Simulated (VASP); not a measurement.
# Ir (Pm-3m) in VASP: further runs

Runs on Ir. Level: BLYP. Tasks: single point.

Everything below comes from runs of VASP 6.6.1. Logs are shortened: lines on timing, memory, paths and dates and some standing lists are left out, and cuts for length are marked.

### Step 1. The crystal as given

It takes space group Pm-3m (No. 221, cubic). The conventional cell has a = 2.617 Å, b = 2.617 Å, c = 2.617 Å, α = 90.00°, β = 90.00°, γ = 90.00°. Ir (site symmetry m-3m) is surrounded by 6 Ir at 2.62 Å.

This isn't the form of Ir at room conditions, which is fcc.

### Step 2. Single point, BLYP

Contents of INCAR:

```
AGGAC = 1.0
AGGAX = 1.0
ALDAC = 0.0
ALDAX = 1.0
ALGO = Normal
EDIFF = 1E-6
ENCUT = 520
GGA = B5
ISIF = 2
ISMEAR = -1
LASPH = T
LCHARG = F
LREAL = F
LWAVE = F
NBANDS = 10
NELM = 100
PREC = Accurate
SIGMA = 0.1
```

Contents of KPOINTS:

```
k-points
0
Gamma
  20 20 20
```

Contents of POSCAR:

```
Ir
1.0
    2.6172762149      0.0000000000      0.0000000000
    0.0000000000      2.6172762149      0.0000000000
    0.0000000000      0.0000000000      2.6172762149
Ir
1
Direct
    0.0000000000      0.0000000000      0.0000000000
```

Potentials or basis: VASP PAW PBE potentials, release 64 (Ir).

Started as:

```
> cat potpaw_PBE.64/Ir/POTCAR > POTCAR
> mpirun -np 1 vasp_std > vasp.out
```

OUTCAR:

```text
EDIFF = 1E-6
   ENCUT = 520
   GGA = B5
   ISIF = 2
   ISMEAR = -1
   LASPH = T
   LREAL = F
   NELM = 100
   PREC = Accurate

 ion  position               nearest neighbor table
   1  0.000  0.000  0.000-

  LATTYP: Found a simple cubic cell.
 ALAT       =     2.6172762149

  Lattice vectors:

 A1 = (   2.6172762149,   0.0000000000,   0.0000000000)
 A2 = (   0.0000000000,   2.6172762149,   0.0000000000)
 A3 = (   0.0000000000,   0.0000000000,   2.6172762149)

Analysis of symmetry for initial positions (statically):
=====================================================================
 Subroutine PRICEL returns:
 Original cell was already a primitive cell.

 Routine SETGRP: Setting up the symmetry group for a
 simple cubic supercell.

 Subroutine GETGRP returns: Found 48 space group operations
 (whereof 48 operations were pure point group operations)
 out of a pool of 48 trial point group operations.

The static configuration has the point symmetry O_h .

Analysis of symmetry for dynamics (positions and initial velocities):
=====================================================================
 Subroutine PRICEL returns:
 Original cell was already a primitive cell.

 Routine SETGRP: Setting up the symmetry group for a
 simple cubic supercell.

 Subroutine GETGRP returns: Found 48 space group operations
 (whereof 48 operations were pure point group operations)
 out of a pool of 48 trial point group operations.

The dynamic configuration has the point symmetry O_h .

 Subroutine INISYM returns: Found 48 space group operations
 (whereof 48 operations are pure point group operations),
 and found     1 'primitive' translations

----------------------------------------------------------------------------------------

                                     Primitive cell

  volume of cell :      17.9287

  direct lattice vectors                    reciprocal lattice vectors
     2.617276215  0.000000000  0.000000000     0.382076601  0.000000000  0.000000000
     0.000000000  2.617276215  0.000000000     0.000000000  0.382076601  0.000000000
     0.000000000  0.000000000  2.617276215     0.000000000  0.000000000  0.382076601

  length of vectors
     2.617276215  2.617276215  2.617276215     0.382076601  0.382076601  0.382076601

  position of ions in fractional coordinates (direct lattice)
     0.000000000  0.000000000  0.000000000

  ion indices of the primitive-cell ions
   primitive index   ion index
                 1           1

----------------------------------------------------------------------------------------

 KPOINTS: k-points

Automatic generation of k-mesh.
 Grid dimensions read from file:
 generate k-points for:   20   20   20

 Generating k-lattice:

  Cartesian coordinates                     Fractional coordinates (reciprocal lattice)
     0.019103830  0.000000000  0.000000000     0.050000000  0.000000000  0.000000000
     0.000000000  0.019103830  0.000000000     0.000000000  0.050000000  0.000000000
     0.000000000  0.000000000  0.019103830     0.000000000  0.000000000  0.050000000

  Length of vectors
     0.019103830  0.019103830  0.019103830

  Shift w.r.t. Gamma in fractional coordinates (k-lattice)
     0.000000000  0.000000000  0.000000000

 Subroutine IBZKPT returns following result:
 ===========================================

 Found    286 irreducible k-points:

 Following reciprocal coordinates:
            Coordinates               Weight
  0.000000  0.000000  0.000000      1.000000
  0.050000  0.000000  0.000000      6.000000
  0.100000  0.000000  0.000000      6.000000
  0.150000  0.000000  0.000000      6.000000
  0.200000  0.000000  0.000000      6.000000
  0.250000  0.000000  0.000000      6.000000
[... 16 lines left out ...]
  0.150000  0.100000  0.000000     24.000000
  0.200000  0.100000  0.000000     24.000000
 [... further k-points ...]
   k-points           NKPTS =    286   k-points in BZ     NKDIM =    286   number of bands    NBANDS=     10
   number of dos      NEDOS =    301   number of ions     NIONS =      1
   total plane-waves  NPLWV =   8000
   dimension x,y,z NGX =    20 NGY =   20 NGZ =   20
   dimension x,y,z NGXF=    40 NGYF=   40 NGZF=   40
   ions per type =               1
   NGX,Y,Z   is equivalent  to a cutoff of  12.70, 12.70, 12.70 a.u.
   NGXF,Y,Z  is equivalent  to a cutoff of  25.41, 25.41, 25.41 a.u.
 SYSTEM =  unknown system
   PREC   = accura    normal or accurate (medium, high low for compatibility)
   ISTART =      0    job   : 0-new  1-cont  2-samecut
   ICHARG =      2    charge: 1-file 2-atom 10-const
   ISPIN  =      1    spin polarized calculation?
   LNONCOLLINEAR =      F non collinear calculations
   LSORBIT =      F    spin-orbit coupling
   LASPH  =      T    aspherical Exc in radial PAW
   ENCUT  =  520.0 eV  38.22 Ry    6.18 a.u.   4.87  4.87  4.87*2*pi/ulx,y,z
   NELM   =    100;   NELMIN=  2; NELMDL= -5     # of ELM steps
   EDIFF  = 0.1E-05   stopping-criterion for ELM
   LREAL  =      F    real-space projection
   EDIFFG = 0.1E-04   stopping-criterion for IOM
   NSW    =      0    number of steps for IOM
   IBRION =     -1    ionic relax: 0-MD 1-quasi-New 2-CG
   NFREE  =      0    steps in history (QN), initial steepest desc. (CG)
   ISIF   =      2    stress and relaxation
   ISYM   =      2    0-nonsym 1-usesym 2-fastsym
   POTIM  = 0.5000    time-step for ionic-motion
   TEBEG  =    0.0;   TEEND  =   0.0 temperature during run
   PSTRESS=    0.0 pullay stress
   NELECT =       9.0000    total number of electrons
   NUPDOWN=      -1.0000    fix difference up-down
   EMIN   =  10.00;   EMAX   =-10.00  energy-range for DOS
   EFERMI =   0.00;   METHOD = LEGACY
   ISMEAR =    -1;   SIGMA  =   0.10  broadening in eV -4-tet -1-fermi 0-gaus
   EFERMI_NEDOS =   21; number of points for ismear=-14 and -15
   IALGO  =     38    algorithm
   IMIX   =      4    mixing-type and parameters
     AMIX     =   0.40;   BMIX     =  1.00
     AMIX_MAG =   1.60;   BMIX_MAG =  1.00
  volume/ion in A,a.u.               =      17.93       120.99
  Fermi-wavevector in a.u.,A,eV,Ry     =   1.301086  2.458697 23.032291  1.692826
  Thomas-Fermi vector in A             =   2.432243
   LORBIT       =      0    0 simple, 1 ext, 2 COOP (PROOUT), +10 PAW based schemes
   GGA     = B5    functional components
   LHFCALC =     F    Hartree Fock is set to
   AEXX    =    0.0000 exact exchange contribution
   IVDW    =     0    specifies the selected vdW correction
   LEPSILON=     F    determine dielectric tensor
   LRPA    =     F    only Hartree local field effects (RPA)
 non-spin polarized calculation
  energy-cutoff  :      520.00
  volume of cell :       17.93
 maximum number of plane-waves:       500
 NGX is ok and might be reduce to    20
   NGX =  9   NGY =  9   NGZ =  9

 number of electron       8.9999999 magnetization

 Free energy of the ion-electron system (eV)
  ---------------------------------------------------
  ext. energy  EPLUGINS =         0.00000000
  ---------------------------------------------------
  free energy    TOTEN  =        -6.79416219 eV

  energy without entropy =       -6.74123107  energy(sigma->0) =       -6.76769663

 E-fermi :   7.2598     XC(G=0): -11.7442

 val. band max:        7.2566385400   @ k =   0.4000   0.3000   0.3000
 cond. band min:       7.2606234937   @ k =   0.2000   0.1500   0.1500
 fundamental gap:      0.0039849536
 Fermi energy:         7.2598161962

 k-point     1 :       0.0000    0.0000    0.0000
  band No.  band energies     occupation
      1      -1.2143      2.00000
      2       1.7583      2.00000
      3       1.7583      2.00000
      4       8.4055      0.00002
      5       8.4055      0.00002
      6       8.4055      0.00002
      7      22.5816      0.00000
      8      22.5816      0.00000
      9      22.5816      0.00000
     10      28.6701      0.00000

 k-point     2 :       0.0500    0.0000    0.0000
  band No.  band energies     occupation
      1      -1.1402      2.00000
      2       1.7730      2.00000
      3       1.8273      2.00000
      4       8.3281      0.00005
      5       8.3281      0.00005
      6       8.4115      0.00002
      7      22.0768      0.00000
      8      22.7186      0.00000
      9      22.7186      0.00000
     10      29.0217      0.00000

 k-point     3 :       0.1000    0.0000    0.0000
  band No.  band energies     occupation
      1      -0.9276      2.00000
      2       1.8161      2.00000
      3       2.0377      2.00000
      4       8.1102      0.00041
      5       8.1102      0.00041
      6       8.4287      0.00002
      7      20.9093      0.00000
      8      23.1124      0.00000
      9      23.1124      0.00000
     10      29.5616      0.00000

 k-point     4 :       0.1500    0.0000    0.0000
  band No.  band energies     occupation
      1      -0.6037      2.00000
      2       1.8840      2.00000
      3       2.3978      2.00000
      4       7.7889      0.01003
      5       7.7889      0.01003
      6       8.4557      0.00001
      7      19.5171      0.00000
      8      23.7186      0.00000
      9      23.7186      0.00000
     10      28.5016      0.00000

 k-point     5 :       0.2000    0.0000    0.0000
  band No.  band energies     occupation
      1      -0.2092      2.00000
      2       1.9712      2.00000
      3       2.9149      2.00000
      4       7.4107      0.36235
      5       7.4107      0.36235
      6       8.4899      0.00001
      7      18.1034      0.00000
      8      24.4790      0.00000
      9      24.4790      0.00000
     10      27.3654      0.00000

 k-point     6 :       0.2500    0.0000    0.0000
  band No.  band energies     occupation
      1       0.2110      2.00000
      2       2.0699      2.00000
      3       3.5842      2.00000
      4       7.0205      1.83263
      5       7.0205      1.83262
      6       8.5282      0.00001
      7      16.7552      0.00000
      8      25.3332      0.00000
      9      25.3332      0.00000
     10      26.3354      0.00000

 k-point     7 :       0.3000    0.0000    0.0000
  band No.  band energies     occupation
      1       0.6173      2.00000
      2       2.1711      2.00000
      3       4.3750      2.00000
      4       6.6559      1.99524
      5       6.6559      1.99524
      6       8.5667      0.00000
      7      15.5198      0.00000
      8      25.4500      0.00000
      9      26.2230      0.00000
     10      26.2230      0.00000

 k-point     8 :       0.3500    0.0000    0.0000
  band No.  band energies     occupation
      1       0.9779      2.00000
      2       2.2644      2.00000
      3       5.2221      2.00000
      4       6.3456      1.99979
      5       6.3456      1.99979
      6       8.6017      0.00000
      7      14.4345      0.00000
      8      24.7351      0.00000
      9      27.0880      0.00000
     10      27.0880      0.00000

 k-point     9 :       0.4000    0.0000    0.0000
  band No.  band energies     occupation
      1       1.2647      2.00000
      2       2.3400      2.00000
      3       6.0212      1.99999
      4       6.1104      1.99998
      5       6.1104      1.99998
      6       8.6296      0.00000
      7      13.5456      0.00000
      8      24.2102      0.00000
      9      27.8527      0.00000
     10      27.8576      0.00000
[... 118 lines left out ...]
 k-point    19 :       0.4000    0.0500    0.0000
  band No.  band energies     occupation
      1       1.3441      2.00000
      2       2.3996      2.00000
      3       5.4876      2.00000
      4       6.1209      1.99998
      5       6.6072      1.99707
      6       8.5612      0.00000
      7      13.5992      0.00000
      8      24.2496      0.00000
      9      26.9189      0.00000
     10      28.0234      0.00000

 k-point    20 :       0.4500    0.0500    0.0000
  band No.  band energies     occupation
      1       1.5324      2.00000
      2       2.4501      2.00000
      3       5.5081      2.00000
      4       5.9748      1.99999
      5       7.0670      1.74619
      6       8.5798      0.00000
      7      12.9517      0.00000
      8      23.9502      0.00000
      9      27.1631      0.00000
     10      28.1816      0.00000

 k-point    21 :       0.5000    0.0500    0.0000
  band No.  band energies     occupation
      1       1.5981      2.00000
      2       2.4677      2.00000
      3       5.4880      2.00000
      4       5.9252      2.00000
      5       7.2814      0.89233
      6       8.5862      0.00000
      7      12.7083      0.00000
      8      23.8479      0.00000
      9      27.1620      0.00000
     10      28.1215      0.00000

 k-point    22 :       0.1000    0.1000    0.0000
  band No.  band energies     occupation
      1      -0.6365      2.00000
      2       1.9884      2.00000
      3       2.1975      2.00000
      4       7.7977      0.00919
      5       8.0881      0.00051
      6       8.1861      0.00019
      7      21.1327      0.00000
      8      21.6711      0.00000
      9      23.6482      0.00000
     10      29.2525      0.00000

 k-point    23 :       0.1500    0.1000    0.0000
  band No.  band energies     occupation
      1      -0.3093      2.00000
      2       2.0926      2.00000
      3       2.5158      2.00000
      4       7.4624      0.23295
      5       7.8075      0.00833
      6       8.1799      0.00020
      7      19.9572      0.00000
      8      21.9657      0.00000
      9      24.2615      0.00000
     10      28.5616      0.00000

 k-point    24 :       0.2000    0.1000    0.0000
  band No.  band energies     occupation
      1       0.0860      2.00000
      2       2.1925      2.00000
      3       3.0114      2.00000
      4       7.0789      1.71845
      5       7.4375      0.28934
      6       8.2144      0.00014
      7      18.5491      0.00000
      8      22.5753      0.00000
      9      25.0322      0.00000
     10      27.6729      0.00000

 [... further k-points ...]
[... 5 lines left out ...]
  --------------------------------------------------------------------------------------
  -------------------------------------------------------------------------------------
  Total        0.1429185      0.1429185      0.1429185     -0.0000000     -0.0000000      0.0000000
  in kB       12.7717458     12.7717458     12.7717458     -0.0000000     -0.0000000      0.0000000
  external PRESSURE =      12.7717458 kB  Pullay stress =       0.0000000 kB

 VOLUME and BASIS-vectors are now :
 -----------------------------------------------------------------------------
  energy-cutoff  :      520.00
  volume of cell :       17.93
      direct lattice vectors                 reciprocal lattice vectors
     2.617276215  0.000000000  0.000000000     0.382076601  0.000000000  0.000000000
     0.000000000  2.617276215  0.000000000     0.000000000  0.382076601  0.000000000
     0.000000000  0.000000000  2.617276215     0.000000000  0.000000000  0.382076601

 POSITION                                       TOTAL-FORCE (eV/Angst)
 -----------------------------------------------------------------------------------
      0.00000      0.00000      0.00000         0.000000      0.000000      0.000000
 -----------------------------------------------------------------------------------
    total drift:                               -0.000000      0.000000      0.000000

  FREE ENERGIE OF THE ION-ELECTRON SYSTEM (eV)
  ---------------------------------------------------
  free  energy   TOTEN  =        -6.7941621913 eV

  energy  without entropy=       -6.7412310738  energy(sigma->0) =       -6.76769663
```

Wall time 36 s (1 thread of Intel Xeon Platinum 8259CL at 2.50GHz (Skylake/Cascade Lake), shared host); peak memory 0.17 GiB.

Results:

| Quantity | Value |
| --- | --- |
| Free energy | -6.7942 eV |
| Pressure | 1.3 GPa |
| Band gap on the k mesh | none (metal or under the smearing width) |

Levels at points of the mesh, in eV from the Fermi level:
```
           k point  band 2  band 3  band 4  band 5  band 6  band 7
(0.00, 0.00, 0.00)   -5.50   -5.50    1.15    1.15    1.15   15.32
(0.50, 0.00, 0.00)   -4.85   -1.35   -1.35   -0.41    1.39    5.44
(0.50, 0.50, 0.00)   -4.39   -0.88   -0.88    3.03    4.62    4.62
(0.50, 0.50, 0.50)   -4.69   -4.69    3.20    3.20    9.93   10.37
```

Caveat: the PAW data sets were made with another functional, which shifts forces and pressure a little. The run has no spin-orbit coupling, so splittings on Ir are missing.

(Part 1 of 2 ends here.)
